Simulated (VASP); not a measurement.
# Sn (I4_1/amd) in VASP: a series of runs

One crystal, Sn, is run at these levels: PBE; tasks: relaxation of shape and atoms at fixed volume.

Everything below comes from runs of VASP 6.6.1. Logs are shortened: lines on timing, memory, paths and dates and some standing lists are left out, and cuts for length are marked.

**1. The crystal as given**

It takes space group I4_1/amd (No. 141, tetragonal). The conventional cell has a = 5.955 Å, b = 5.955 Å, c = 3.192 Å, α = 90.00°, β = 90.00°, γ = 90.00°. Sn (site symmetry -4m2) has 6 Sn at 3.08 to 3.19 Å as nearest neighbours.

**2. Relaxation of shape and atoms at fixed volume, PBE**

INCAR

```
PREC = Accurate
ENCUT = 300
EDIFF = 1E-7
ISMEAR = 0
SIGMA = 0.03
LREAL = False
LASPH = True
NELM = 80
ALGO = Normal
ISIF = 4
LWAVE = False
LCHARG = False
GGA = PE
IBRION = 2
NSW = 40
EDIFFG = -0.01
```

KPOINTS

```
Automatic mesh
0
Gamma
  6 6 6
```

POSCAR

```
Sn                                      
1.0
   -2.9773298103      2.9773298103      1.5958622437
    2.9773298103     -2.9773298103      1.5958622437
    2.9773298103      2.9773298103     -1.5958622437
  Sn            
     2
Direct
     0.0000000000000000    0.0000000000000000    0.0000000000000000
     0.7500000000000000    0.2500000000000000    0.5000000000000000
```

Potentials or basis: VASP PAW PBE potentials, release 64 (Sn).

On the command line:

```
$ cat potpaw_PBE.64/Sn/POTCAR > POTCAR
$ mpirun -np 1 vasp_std > vasp.out
```

OUTCAR:

```text
PREC = Accurate
   ENCUT = 300
   EDIFF = 1E-7
   ISMEAR = 0
   LREAL = False
   LASPH = True
   NELM = 80
   ISIF = 4
   GGA = PE
   IBRION = 2
   NSW = 40
   EDIFFG = -0.01

 ion  position               nearest neighbor table
   1  0.000  0.000  0.000-   2 3.08   2 3.08   2 3.08   2 3.08
   2  0.750  0.250  0.500-   1 3.08   1 3.08   1 3.08   1 3.08

  LATTYP: Found a body centered tetragonal cell.
 ALAT       =     5.9546596206
 C/A-ratio  =     0.5360045226

  Lattice vectors:

 A1 = (  -2.9773298103,   2.9773298103,   1.5958622437)
 A2 = (   2.9773298103,  -2.9773298103,   1.5958622437)
 A3 = (   2.9773298103,   2.9773298103,  -1.5958622437)

Analysis of symmetry for initial positions (statically):
=====================================================================
 Subroutine PRICEL returns:
 Original cell was already a primitive cell.

 Routine SETGRP: Setting up the symmetry group for a
 body centered tetragonal supercell.

 Subroutine GETGRP returns: Found 16 space group operations
 (whereof  8 operations were pure point group operations)
 out of a pool of 16 trial point group operations.

The static configuration has the point symmetry D_2d.
 The point group associated with its full space group is D_4h.

Analysis of symmetry for dynamics (positions and initial velocities):
=====================================================================
 Subroutine PRICEL returns:
 Original cell was already a primitive cell.

 Routine SETGRP: Setting up the symmetry group for a
 body centered tetragonal supercell.

 Subroutine GETGRP returns: Found 16 space group operations
 (whereof  8 operations were pure point group operations)
 out of a pool of 16 trial point group operations.

The dynamic configuration has the point symmetry D_2d.
 The point group associated with its full space group is D_4h.

 Subroutine INISYM returns: Found 16 space group operations
 (whereof  8 operations are pure point group operations),
 and found     1 'primitive' translations

----------------------------------------------------------------------------------------

                                     Primitive cell

  volume of cell :      56.5860

  direct lattice vectors                    reciprocal lattice vectors
    -2.977329810  2.977329810  1.595862244     0.000000000  0.167935711  0.313310251
     2.977329810 -2.977329810  1.595862244     0.167935711  0.000000000  0.313310251
     2.977329810  2.977329810 -1.595862244     0.167935711  0.167935711  0.000000000

  length of vectors
     4.502861523  4.502861523  4.502861523     0.355479559  0.355479559  0.237496961

  position of ions in fractional coordinates (direct lattice)
     0.000000000  0.000000000  0.000000000
     0.750000000  0.250000000  0.500000000

  ion indices of the primitive-cell ions
   primitive index   ion index
                 1           1
                 2           2

----------------------------------------------------------------------------------------

 KPOINTS: Automatic mesh

Automatic generation of k-mesh.
 Grid dimensions read from file:
 generate k-points for:    6    6    6

 Generating k-lattice:

  Cartesian coordinates                     Fractional coordinates (reciprocal lattice)
     0.000000000  0.027989285  0.052218375     0.166666667  0.000000000  0.000000000
     0.027989285  0.000000000  0.052218375     0.000000000  0.166666667  0.000000000
     0.027989285  0.027989285  0.000000000     0.000000000  0.000000000  0.166666667

  Length of vectors
     0.059246593  0.059246593  0.039582827

  Shift w.r.t. Gamma in fractional coordinates (k-lattice)
     0.000000000  0.000000000  0.000000000

 Subroutine IBZKPT returns following result:
 ===========================================

 Found     30 irreducible k-points:

 Following reciprocal coordinates:
            Coordinates               Weight
  0.000000  0.000000  0.000000      1.000000
  0.166667  0.000000  0.000000      8.000000
  0.333333  0.000000  0.000000      8.000000
  0.500000  0.000000  0.000000      4.000000
  0.166667  0.166667  0.000000      8.000000
  0.333333  0.166667  0.000000     16.000000
[... 16 lines left out ...]
 -0.333333 -0.333333  0.166667      8.000000
 -0.166667 -0.333333  0.166667      8.000000
 [... further k-points ...]
   k-points           NKPTS =     30   k-points in BZ     NKDIM =     30   number of bands    NBANDS=      8
   number of dos      NEDOS =    301   number of ions     NIONS =      2
   total plane-waves  NPLWV =  21952
   dimension x,y,z NGX =    28 NGY =   28 NGZ =   28
   dimension x,y,z NGXF=    56 NGYF=   56 NGZF=   56
   ions per type =               2
   NGX,Y,Z   is equivalent  to a cutoff of  10.34, 10.34, 10.34 a.u.
   NGXF,Y,Z  is equivalent  to a cutoff of  20.68, 20.68, 20.68 a.u.
 SYSTEM =  unknown system
   PREC   = accura    normal or accurate (medium, high low for compatibility)
   ISTART =      0    job   : 0-new  1-cont  2-samecut
   ICHARG =      2    charge: 1-file 2-atom 10-const
   ISPIN  =      1    spin polarized calculation?
   LNONCOLLINEAR =      F non collinear calculations
   LSORBIT =      F    spin-orbit coupling
   LASPH  =      T    aspherical Exc in radial PAW
   ENCUT  =  300.0 eV  22.05 Ry    4.70 a.u.   6.36  6.36  6.36*2*pi/ulx,y,z
   NELM   =     80;   NELMIN=  2; NELMDL= -5     # of ELM steps
   EDIFF  = 0.1E-06   stopping-criterion for ELM
   LREAL  =      F    real-space projection
   EDIFFG = -.1E-01   stopping-criterion for IOM
   NSW    =     40    number of steps for IOM
   IBRION =      2    ionic relax: 0-MD 1-quasi-New 2-CG
   NFREE  =      1    steps in history (QN), initial steepest desc. (CG)
   ISIF   =      4    stress and relaxation
   ISYM   =      2    0-nonsym 1-usesym 2-fastsym
   POTIM  = 0.5000    time-step for ionic-motion
   TEBEG  =    0.0;   TEEND  =   0.0 temperature during run
   PSTRESS=    0.0 pullay stress
   NELECT =       8.0000    total number of electrons
   NUPDOWN=      -1.0000    fix difference up-down
   EMIN   =  10.00;   EMAX   =-10.00  energy-range for DOS
   EFERMI =   0.00;   METHOD = LEGACY
   ISMEAR =     0;   SIGMA  =   0.03  broadening in eV -4-tet -1-fermi 0-gaus
   EFERMI_NEDOS =   21; number of points for ismear=-14 and -15
   IALGO  =     38    algorithm
   IMIX   =      4    mixing-type and parameters
     AMIX     =   0.40;   BMIX     =  1.00
     AMIX_MAG =   1.60;   BMIX_MAG =  1.00
  volume/ion in A,a.u.               =      28.29       190.93
  Fermi-wavevector in a.u.,A,eV,Ry     =   0.852842  1.611637  9.896046  0.727339
  Thomas-Fermi vector in A             =   1.969192
   LORBIT       =      0    0 simple, 1 ext, 2 COOP (PROOUT), +10 PAW based schemes
   GGA     = PE    functional components
   LHFCALC =     F    Hartree Fock is set to
   AEXX    =    0.0000 exact exchange contribution
   IVDW    =     0    specifies the selected vdW correction
   LEPSILON=     F    determine dielectric tensor
   LRPA    =     F    only Hartree local field effects (RPA)
 conjugate gradient relaxation of ions
 non-spin polarized calculation
 Gauss-broadening in eV      SIGMA  =   0.03
  energy-cutoff  :      300.00
  volume of cell :       56.59
 maximum number of plane-waves:       681
 NGX is ok and might be reduce to    28
   NGX = 13   NGY = 13   NGZ = 13

 number of electron       8.0000001 magnetization

 Free energy of the ion-electron system (eV)
  ---------------------------------------------------
  ext. energy  EPLUGINS =         0.00000000
  ---------------------------------------------------
  free energy    TOTEN  =        -7.57832958 eV

  energy without entropy =       -7.57737281  energy(sigma->0) =       -7.57785120

 E-fermi :   4.9944     XC(G=0):  -9.9619

 val. band max:        4.8806885530   @ k =  -0.3333   0.3333   0.1667
 cond. band min:       4.9959611880   @ k =  -0.3333   0.3333   0.0000
 fundamental gap:      0.1152726350
 Fermi energy:         4.9944020435

 k-point     1 :       0.0000    0.0000    0.0000
  band No.  band energies     occupation
      1      -5.9577      2.00000
      2       0.9607      2.00000
      3       2.9508      2.00000
      4       2.9508      2.00000
      5       7.8532      0.00000
      6      10.7746      0.00000
      7      10.7746      0.00000
      8      11.6830      0.00000

 k-point     2 :       0.1667    0.0000    0.0000
  band No.  band energies     occupation
      1      -5.4172      2.00000
      2       0.6302      2.00000
      3       3.0364      2.00000
      4       4.2943      2.00000
      5       8.1035      0.00000
      6       8.7127      0.00000
      7       8.7456      0.00000
      8       9.7693      0.00000

 k-point     3 :       0.3333    0.0000    0.0000
  band No.  band energies     occupation
      1      -3.8199      2.00000
      2       0.6310      2.00000
      3       3.4485      2.00000
      4       3.6813      2.00000
      5       5.1544      0.00000
      6       7.1396      0.00000
      7       8.3848      0.00000
      8       8.5375      0.00000

 k-point     4 :       0.5000    0.0000    0.0000
  band No.  band energies     occupation
      1      -1.8701      2.00000
      2      -0.3410      2.00000
      3       2.5122      2.00000
      4       3.2023      2.00000
      5       3.8806      2.00000
      6       7.1821      0.00000
      7       7.6186      0.00000
      8       9.3328      0.00000

 k-point     5 :       0.1667    0.1667    0.0000
  band No.  band energies     occupation
      1      -4.0509      2.00000
      2       1.0726      2.00000
      3       3.8906      2.00000
      4       4.5645      2.00000
      5       5.2054      0.00000
      6       5.2955      0.00000
      7       8.6677      0.00000
      8       8.7552      0.00000

 k-point     6 :       0.3333    0.1667    0.0000
  band No.  band energies     occupation
      1      -1.9454      2.00000
      2       0.0378      2.00000
      3       1.6287      2.00000
      4       3.2196      2.00000
      5       4.8729      2.00000
      6       6.4393      0.00000
      7       7.9692      0.00000
      8       9.5573      0.00000

 k-point     7 :       0.5000    0.1667    0.0000
  band No.  band energies     occupation
      1      -3.1364      2.00000
      2      -0.6333      2.00000
      3       2.7173      2.00000
      4       3.8285      2.00000
      5       5.2844      0.00000
      6       6.7565      0.00000
      7       8.9077      0.00000
      8       9.3635      0.00000
[... 133 lines left out ...]
 k-point    20 :       0.5000    0.5000    0.1667
  band No.  band energies     occupation
      1      -3.6243      2.00000
      2      -3.6243      2.00000
      3       3.1937      2.00000
      4       3.1937      2.00000
      5       8.8334      0.00000
      6       8.8334      0.00000
      7      10.7261      0.00000
      8      10.7261      0.00000

 k-point    21 :      -0.3333    0.5000    0.1667
  band No.  band energies     occupation
      1      -3.5703      2.00000
      2      -2.3208      2.00000
      3       1.9407      2.00000
      4       3.2154      2.00000
      5       6.3309      0.00000
      6       9.4953      0.00000
      7      10.4364      0.00000
      8      11.4883      0.00000

 k-point    22 :      -0.1667    0.5000    0.1667
  band No.  band energies     occupation
      1      -2.5139      2.00000
      2      -0.7625      2.00000
      3       2.3589      2.00000
      4       2.3816      2.00000
      5       4.5303      2.00000
      6       6.7153      0.00000
      7       9.5022      0.00000
      8      11.0133      0.00000

 k-point    23 :      -0.3333   -0.3333    0.1667
  band No.  band energies     occupation
      1      -1.7965      2.00000
      2      -1.3302      2.00000
      3       1.8874      2.00000
      4       2.8561      2.00000
      5       3.2546      2.00000
      6       7.0758      0.00000
      7      10.7675      0.00000
      8      10.7917      0.00000

 k-point    24 :      -0.1667   -0.3333    0.1667
  band No.  band energies     occupation
      1      -2.2893      2.00000
      2       0.8114      2.00000
      3       1.9708      2.00000
      4       3.7299      2.00000
      5       4.2201      2.00000
      6       5.0320      0.07659
      7       7.9208      0.00000
      8       8.8695      0.00000

 [... further k-points ...]
[... 5 lines left out ...]
  --------------------------------------------------------------------------------------
  -------------------------------------------------------------------------------------
  Total        0.0073635      0.0073635      0.0020621      0.0000000      0.0000000     -0.0000000
  in kB        0.2084900      0.2084900      0.0583859      0.0000000      0.0000000     -0.0000000
  external PRESSURE =       0.1584553 kB  Pullay stress =       0.0000000 kB

 VOLUME and BASIS-vectors are now :
 -----------------------------------------------------------------------------
  energy-cutoff  :      300.00
  volume of cell :       56.59
      direct lattice vectors                 reciprocal lattice vectors
    -2.977329810  2.977329810  1.595862244     0.000000000  0.167935711  0.313310251
     2.977329810 -2.977329810  1.595862244     0.167935711  0.000000000  0.313310251
     2.977329810  2.977329810 -1.595862244     0.167935711  0.167935711  0.000000000

 POSITION                                       TOTAL-FORCE (eV/Angst)
 -----------------------------------------------------------------------------------
      0.00000      0.00000      0.00000        -0.000000     -0.000000      0.000000
      0.00000      2.97733      0.79793         0.000000      0.000000     -0.000000
 -----------------------------------------------------------------------------------
    total drift:                               -0.000000     -0.000000     -0.000000

  FREE ENERGIE OF THE ION-ELECTRON SYSTEM (eV)
  ---------------------------------------------------
  free  energy   TOTEN  =        -7.5783295844 eV

  energy  without entropy=       -7.5773728144  energy(sigma->0) =       -7.57785120

 reached required accuracy - stopping structural energy minimisation
```

Run time: 9.6 s. Hardware: 1 thread of Intel Xeon Platinum 8259CL at 2.50GHz (Skylake/Cascade Lake), shared host; peak memory 0.15 GiB.

Results:

```
Free energy             : -7.5783 eV
Pressure after relaxing : 0.0 GPa
Band gap on the k mesh  : none (metal or under the smearing width)
```

Final structure:
```
Sn
1.0
    -2.97733    2.97733    1.59586
     2.97733   -2.97733    1.59586
     2.97733    2.97733   -1.59586
Sn
2
Direct
  0.00000 0.00000 0.00000
  0.75000 0.25000 0.50000
```

Caveat: the k mesh is coarse (spacing up to 0.37 Å⁻¹), so the values aren't converged; the relaxation stopped at its first step, so nothing moved.

**3. Relaxation of shape and atoms at fixed volume, PBE (a relaxed cell with its volume scaled by 1.02)**

INCAR is that of step 2.

KPOINTS is that of step 2.

POSCAR

```
Sn                                      
1.0
   -2.9970478009      2.9970478009      1.6064311758
    2.9970478009     -2.9970478009      1.6064311758
    2.9970478009      2.9970478009     -1.6064311758
  Sn            
     2
Direct
     0.0000000000000000    0.0000000000000000    0.0000000000000000
     0.7500000000000000    0.2500000000000000    0.5000000000000000
```

Potentials or basis: VASP PAW PBE potentials, release 64 (Sn).

On the command line:

```
$ cat potpaw_PBE.64/Sn/POTCAR > POTCAR
$ mpirun -np 1 vasp_std > vasp.out
```

OUTCAR:

```text
PREC = Accurate
   ENCUT = 300
   EDIFF = 1E-7
   ISMEAR = 0
   LREAL = False
   LASPH = True
   NELM = 80
   ISIF = 4
   GGA = PE
   IBRION = 2
   NSW = 40
   EDIFFG = -0.01

 ion  position               nearest neighbor table
   1  0.000  0.000  0.000-   2 3.10   2 3.10   2 3.10   2 3.10
   2  0.750  0.250  0.500-   1 3.10   1 3.10   1 3.10   1 3.10

  LATTYP: Found a body centered tetragonal cell.
 ALAT       =     5.9940956018
 C/A-ratio  =     0.5360045226

  Lattice vectors:

 A1 = (  -2.9970478009,   2.9970478009,   1.6064311758)
 A2 = (   2.9970478009,  -2.9970478009,   1.6064311758)
 A3 = (   2.9970478009,   2.9970478009,  -1.6064311758)

Analysis of symmetry for initial positions (statically):
=====================================================================
 Subroutine PRICEL returns:
 Original cell was already a primitive cell.

 Routine SETGRP: Setting up the symmetry group for a
 body centered tetragonal supercell.

 Subroutine GETGRP returns: Found 16 space group operations
 (whereof  8 operations were pure point group operations)
 out of a pool of 16 trial point group operations.

The static configuration has the point symmetry D_2d.
[... 166 lines left out ...]
 E-fermi :   4.7957     XC(G=0):  -9.8733

 val. band max:        4.7908047083   @ k =  -0.3333   0.3333   0.0000
 cond. band min:       4.8195370775   @ k =  -0.1667  -0.3333   0.1667
 fundamental gap:      0.0287323692
 Fermi energy:         4.7956645028

 k-point     1 :       0.0000    0.0000    0.0000
  band No.  band energies     occupation
      1      -6.0012      2.00000
      2       0.7236      2.00000
      3       2.8197      2.00000
      4       2.8197      2.00000
      5       7.7004      0.00000
      6      10.4944      0.00000
      7      10.4944      0.00000
      8      11.3648      0.00000
[... 243 lines left out ...]
 k-point    24 :      -0.1667   -0.3333    0.1667
  band No.  band energies     occupation
      1      -2.4188      2.00000
      2       0.6260      2.00000
      3       1.8303      2.00000
      4       3.5852      2.00000
      5       4.0553      2.00000
      6       4.8195      0.26043
      7       7.7351      0.00000
      8       8.6512      0.00000

 [... further k-points ...]
[... 5 lines left out ...]
  --------------------------------------------------------------------------------------
  -------------------------------------------------------------------------------------
  Total       -0.3069398     -0.3069398     -0.3292799      0.0000000      0.0000000     -0.0000000
  in kB       -8.5202892     -8.5202892     -9.1404228      0.0000000      0.0000000     -0.0000000
  external PRESSURE =      -8.7270004 kB  Pullay stress =       0.0000000 kB

 VOLUME and BASIS-vectors are now :
 -----------------------------------------------------------------------------
  energy-cutoff  :      300.00
  volume of cell :       57.72
      direct lattice vectors                 reciprocal lattice vectors
    -2.997047801  2.997047801  1.606431176     0.000000000  0.166830839  0.311248940
     2.997047801 -2.997047801  1.606431176     0.166830839  0.000000000  0.311248940
     2.997047801  2.997047801 -1.606431176     0.166830839  0.166830839  0.000000000

 POSITION                                       TOTAL-FORCE (eV/Angst)
 -----------------------------------------------------------------------------------
      0.00000      0.00000      0.00000         0.000000     -0.000000      0.000000
     -0.00000      2.99705      0.80322        -0.000000      0.000000     -0.000000
 -----------------------------------------------------------------------------------
    total drift:                               -0.000000     -0.000000     -0.000000

  FREE ENERGIE OF THE ION-ELECTRON SYSTEM (eV)
  ---------------------------------------------------
  free  energy   TOTEN  =        -7.5752405645 eV

  energy  without entropy=       -7.5743746628  energy(sigma->0) =       -7.57480761

 reached required accuracy - stopping structural energy minimisation
```

Run time: 9.1 s. Hardware: 1 thread of Intel Xeon Platinum 8259CL at 2.50GHz (Skylake/Cascade Lake), shared host; peak memory 0.15 GiB.

Results:

* Free energy: -7.5752 eV
* Pressure after relaxing: -0.9 GPa
* Band gap on the k mesh: none (metal or under the smearing width)

Final structure:
```
Sn
1.0
    -2.99705    2.99705    1.60643
     2.99705   -2.99705    1.60643
     2.99705    2.99705   -1.60643
Sn
2
Direct
  0.00000 0.00000 0.00000
  0.75000 0.25000 0.50000
```

Caveat: the k mesh is coarse (spacing up to 0.37 Å⁻¹), so the values aren't converged; the relaxation stopped at its first step, so nothing moved.

(Continued in part 2 of 2.)
